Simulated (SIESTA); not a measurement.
Runs of SIESTA 5.4.2 on TePb. It takes space group Fm-3m (No. 225, cubic). Conventional cell: a = 6.462 Å, b = 6.462 Å, c = 6.462 Å, α = 90.00°, β = 90.00°, γ = 90.00°. Pb (site symmetry m-3m) is surrounded by 6 Te at 3.23 Å. Around Te (site symmetry m-3m) lie 6 Pb at 3.23 Å. 

```tsv
task	level	potentials or basis	broadening (eV)	window to (eV)	polarisation	direction	optical mesh offset	pressure (GPa)
single point	PBE	SG15 1.2 (PBE files) or PseudoDojo by element, DZP (energy shift 0.003 Ry; two zetas on semicore shells)	-	-	-	-	-	(a)
single point	PBE	PseudoDojo 0.4 standard (PBE files), DZP (energy shift 0.003 Ry; two zetas on semicore shells)	-	-	-	-	-	2.5
single point	PBE	PseudoDojo 0.4 stringent (PBE files), DZP (energy shift 0.003 Ry; two zetas on semicore shells)	-	-	-	-	-	0.8
band structure	PBEsol	PseudoDojo 0.4 standard (PBEsol files), DZP (energy shift 0.003 Ry; two zetas on semicore shells)	-	-	-	-	-	0.1
single point	PBE	SPMS 1.0 (PBE files) or PseudoDojo by element, DZP (energy shift 0.003 Ry; two zetas on semicore shells)	-	-	-	-	-	2.5
optical spectrum	PBE	PseudoDojo 0.4 standard (PBE files), DZP (energy shift 0.003 Ry; two zetas on semicore shells)	0.2 eV	40 eV	unpolarized	0.0 0.0 1.0	true	2.5
```

Alike in all rows: no spin polarisation; cell as given; k mesh 7 × 7 × 7; smearing fermi-dirac 0.05 eV; grid cutoff 500 Ry; energy shift 0.003 Ry.

**Question.** Estimate the missing entries.

**Answer.** (a) 2.8.

Caveats: the basis of atomic orbitals isn't converged, which shifts pressures, moduli and gaps; short orbitals over semicore shells can move pressures by several GPa (some runs); the basis holds too few empty states to meet the f-sum rule, so the spectrum is short of weight at high energy (some runs); spectra need much finer meshes, so this one isn't converged (some runs); independent-particle spectra lack excitons (some runs).

The runs don't all hold the same shells in valence.
